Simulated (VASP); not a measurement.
# Mn (P6_3/mmc) in VASP: single point with r2SCAN

Aim: the single point of Mn with r2SCAN.

Everything below comes from runs of VASP 6.6.1. Logs are shortened: lines on timing, memory, paths and dates and some standing lists are left out, and cuts for length are marked.

## (1) Starting point

The structure is hexagonal, space group P6_3/mmc (No. 194). Conventional cell: a = 2.484 Å, b = 2.484 Å, c = 4.026 Å, α = 90.00°, β = 90.00°, γ = 120.00°. Mn (site symmetry -6m2) has 12 Mn at 2.47 to 2.48 Å as nearest neighbours.

This isn't the form of Mn at room conditions, which is a 58-atom cubic cell.

## (2) Single point, r2SCAN, collinear spin, typed start

File POSCAR:

```
Mn
1.0
    2.4836460000      0.0000000000      0.0000000000
   -1.2418230000      2.1509000000      0.0000000000
    0.0000000000      0.0000000000      4.0261950000
Mn
2
Direct
    0.6666670000      0.3333330000      0.7500000000
    0.3333330000      0.6666670000      0.2500000000
```

File INCAR.step1:

```
PREC = Accurate
ENCUT = 520
ISMEAR = -1
SIGMA = 0.15
LREAL = F
LASPH = T
NELM = 150
ISPIN = 2
MAGMOM = 4 -4
LMAXMIX = 4
NBANDS = 24
GGA = PE
ALGO = Normal
EDIFF = 1E-4
LWAVE = T
LCHARG = F
```

File INCAR.step2:

```
PREC = Accurate
ENCUT = 520
EDIFF = 1E-6
ISMEAR = -1
SIGMA = 0.15
LREAL = F
LASPH = T
NELM = 150
ALGO = Normal
ISIF = 2
LWAVE = F
LCHARG = F
ISPIN = 2
MAGMOM = 4 -4
LORBIT = 11
LMAXMIX = 4
METAGGA = R2SCAN
LMIXTAU = T
NBANDS = 24
ISTART = 1
```

File KPOINTS:

```
Automatic mesh
0
Gamma
  10 10 6
```

Potentials or basis: VASP PAW PBE potentials, release 64 (Mn_pv).

The run is started by

```
cat potpaw_PBE.64/Mn_pv/POTCAR > POTCAR
cp INCAR.step1 INCAR
mpirun -np 1 vasp_std > vasp.out
cp INCAR.step2 INCAR
mpirun -np 1 vasp_std > vasp.out
```

OUTCAR:

```text
PREC = Accurate
   ENCUT = 520
   EDIFF = 1E-6
   ISMEAR = -1
   LREAL = F
   LASPH = T
   NELM = 150
   ISIF = 2
   ISPIN = 2
   LORBIT = 11
   METAGGA = R2SCAN
   ISTART = 1

 ion  position               nearest neighbor table
   1  0.667  0.333  0.750-   2 2.47   2 2.47   2 2.47   2 2.47   2 2.47   2 2.47
   2  0.333  0.667  0.250-   1 2.47   1 2.47   1 2.47   1 2.47   1 2.47   1 2.47

  LATTYP: Found a hexagonal cell.
 ALAT       =     2.4836460000
 C/A-ratio  =     1.6210824731

  Lattice vectors:

 A1 = (   2.4836460000,   0.0000000000,   0.0000000000)
 A2 = (  -1.2418230000,   2.1509000000,   0.0000000000)
 A3 = (   0.0000000000,   0.0000000000,   4.0261950000)

Analysis of symmetry for initial positions (statically):
=====================================================================
 Subroutine PRICEL returns:
 Original cell was already a primitive cell.

 Routine SETGRP: Setting up the symmetry group for a
 hexagonal supercell.

 Subroutine GETGRP returns: Found 24 space group operations
 (whereof 12 operations were pure point group operations)
 out of a pool of 24 trial point group operations.

The static configuration has the point symmetry D_3d.
 The point group associated with its full space group is D_6h.

Analysis of symmetry for dynamics (positions and initial velocities):
=====================================================================
 Subroutine PRICEL returns:
 Original cell was already a primitive cell.

 Routine SETGRP: Setting up the symmetry group for a
 hexagonal supercell.

 Subroutine GETGRP returns: Found 24 space group operations
 (whereof 12 operations were pure point group operations)
 out of a pool of 24 trial point group operations.

The dynamic configuration has the point symmetry D_3d.
 The point group associated with its full space group is D_6h.

Analysis of structural, dynamic, and magnetic symmetry:
=====================================================================
 Subroutine PRICEL returns:
 Original cell was already a primitive cell.

 Routine SETGRP: Setting up the symmetry group for a
 hexagonal supercell.

 Subroutine GETGRP returns: Found 24 space group operations
 (whereof 12 operations were pure point group operations)
 out of a pool of 24 trial point group operations.

The overall configuration has the point symmetry D_3d.
 The point group associated with its full space group is D_6h.

 Subroutine INISYM returns: Found 24 space group operations
[... 112 lines left out ...]
   ISMEAR =    -1;   SIGMA  =   0.15  broadening in eV -4-tet -1-fermi 0-gaus
   EFERMI_NEDOS =   21; number of points for ismear=-14 and -15
   IALGO  =     38    algorithm
   IMIX   =      4    mixing-type and parameters
     AMIX     =   0.40;   BMIX     =  1.00
     AMIX_MAG =   1.60;   BMIX_MAG =  1.00
  volume/ion in A,a.u.               =      10.75        72.57
  Fermi-wavevector in a.u.,A,eV,Ry     =   1.743938  3.295565 41.379667  3.041320
  Thomas-Fermi vector in A             =   2.815914
   LORBIT       =     11    0 simple, 1 ext, 2 COOP (PROOUT), +10 PAW based schemes
   METAGGA = R2SCAN    functional components
   LHFCALC =     F    Hartree Fock is set to
   AEXX    =    0.0000 exact exchange contribution
   IVDW    =     0    specifies the selected vdW correction
   LEPSILON=     F    determine dielectric tensor
   LRPA    =     F    only Hartree local field effects (RPA)
 spin polarized calculation
  energy-cutoff  :      520.00
  volume of cell :       21.51
 maximum number of plane-waves:       588
   NGX =  9   NGY =  9   NGZ = 15

 number of electron      26.0000029 magnetization       0.0000000

 number of electron      26.0000029 magnetization      -0.0000000

 Free energy of the ion-electron system (eV)
  ---------------------------------------------------
  ext. energy  EPLUGINS =         0.00000000
  ---------------------------------------------------
  free energy    TOTEN  =       -28.61504061 eV

  energy without entropy =      -28.40312489  energy(sigma->0) =      -28.50908275

 E-fermi :  10.2780     XC(G=0): -15.3983

 val. band max:       10.2505258821   @ k =   0.1000   0.1000   0.0000
 cond. band min:      10.2790330836   @ k =   0.1000   0.0000   0.0000
 fundamental gap:      0.0285072015
 Fermi energy:        10.2779895612

 spin component 1

 k-point     1 :       0.0000    0.0000    0.0000
  band No.  band energies     occupation
      1     -39.8227      1.00000
      2     -39.1375      1.00000
      3     -39.1373      1.00000
      4     -39.0303      1.00000
      5     -39.0301      1.00000
      6     -39.0178      1.00000
[... 637 lines left out ...]
     23      29.4254      0.00000
     24      31.2100      0.00000

 [... further k-points ...]

 spin component 2

 k-point     1 :       0.0000    0.0000    0.0000
  band No.  band energies     occupation
      1     -39.8227      1.00000
      2     -39.1375      1.00000
      3     -39.1373      1.00000
      4     -39.0303      1.00000
      5     -39.0301      1.00000
      6     -39.0178      1.00000
[... 637 lines left out ...]
     23      29.4254      0.00000
     24      31.2100      0.00000

 [... further k-points ...]
[... 5 lines left out ...]
  --------------------------------------------------------------------------------------
  -------------------------------------------------------------------------------------
  Total       -1.1090915     -1.1090909     -1.0473881      0.0000000      0.0000000      0.0000000
  in kB      -82.6177249    -82.6176841    -78.0213595      0.0000000      0.0000000      0.0000000
  external PRESSURE =     -81.0855895 kB  Pullay stress =       0.0000000 kB

 VOLUME and BASIS-vectors are now :
 -----------------------------------------------------------------------------
  energy-cutoff  :      520.00
  volume of cell :       21.51
      direct lattice vectors                 reciprocal lattice vectors
     2.483646000  0.000000000  0.000000000     0.402633870  0.232460830  0.000000000
    -1.241823000  2.150900000  0.000000000     0.000000000  0.464921661  0.000000000
     0.000000000  0.000000000  4.026195000     0.000000000  0.000000000  0.248373464

 POSITION                                       TOTAL-FORCE (eV/Angst)
 -----------------------------------------------------------------------------------
      1.24182      0.71697      3.01965         0.000000     -0.000000      0.000000
     -0.00000      1.43393      1.00655        -0.000000      0.000000      0.000000
 -----------------------------------------------------------------------------------
    total drift:                               -0.000552      0.000319     -0.000190

  FREE ENERGIE OF THE ION-ELECTRON SYSTEM (eV)
  ---------------------------------------------------
  free  energy   TOTEN  =       -28.6150406147 eV

  energy  without entropy=      -28.4031248913  energy(sigma->0) =      -28.50908275

 total charge

# of ion       s       p       d       tot
------------------------------------------
    1        0.462   6.413   5.136  12.011
    2        0.462   6.413   5.136  12.011
--------------------------------------------------
tot          0.923  12.825  10.273  24.022

 magnetization (x)

# of ion       s       p       d       tot
------------------------------------------
    1       -0.000   0.000   0.000   0.000
    2        0.000  -0.000  -0.000  -0.000
--------------------------------------------------
tot          0.000   0.000   0.000   0.000
```

Run time: 1.9 min. Hardware: 1 thread of Intel Xeon 6975P-C (Granite Rapids), shared host; peak memory 0.16 GiB.

What came out:

```
Free energy                                           : -28.6150 eV
Pressure                                              : -8.1 GPa
Band gap on the k mesh                                : none (metal or under the smearing width)
Net moment                                            : 0.00 μB per cell
Valence electrons inside the program's atomic spheres : Mn 12.01
```

Stress tensor (GPa, compression positive):
```
-8.26  0.00  0.00
 0.00 -8.26  0.00
 0.00  0.00 -7.80
```

Levels at points of the mesh, in eV from the Fermi level:
Spin up:
```tsv
k point	band 11	band 12	band 13	band 14	band 15	band 16
(0.00, 0.00, 0.00)	-0.98	-0.50	-0.50	0.07	0.07	0.52
(0.50, 0.00, 0.00)	-1.17	-0.99	-0.47	1.86	2.03	2.08
(0.00, 0.00, 0.50)	-1.06	-1.06	-1.06	-1.06	1.23	1.23
(0.50, 0.00, 0.50)	0.21	0.21	0.78	0.78	1.99	1.99
```
Spin down:
```tsv
k point	band 9	band 10	band 11	band 12	band 13	band 14	band 15	band 16	band 17	band 18
(0.00, 0.00, 0.00)	-1.04	-0.98	-0.98	-0.50	-0.50	0.07	0.07	0.52	1.67	1.67
(0.50, 0.00, 0.00)	-3.87	-1.55	-1.17	-0.99	-0.47	1.86	2.03	2.08	3.62	5.82
(0.00, 0.00, 0.50)	-1.66	-1.66	-1.06	-1.06	-1.06	-1.06	1.23	1.23	1.23	1.23
(0.50, 0.00, 0.50)	-2.78	-2.78	0.21	0.21	0.78	0.78	1.99	1.99	3.19	3.19
```

Caveat: the starting moments collapsed, and a magnetic state may lie lower; the PAW data sets were made with another functional, which shifts forces and pressure a little.
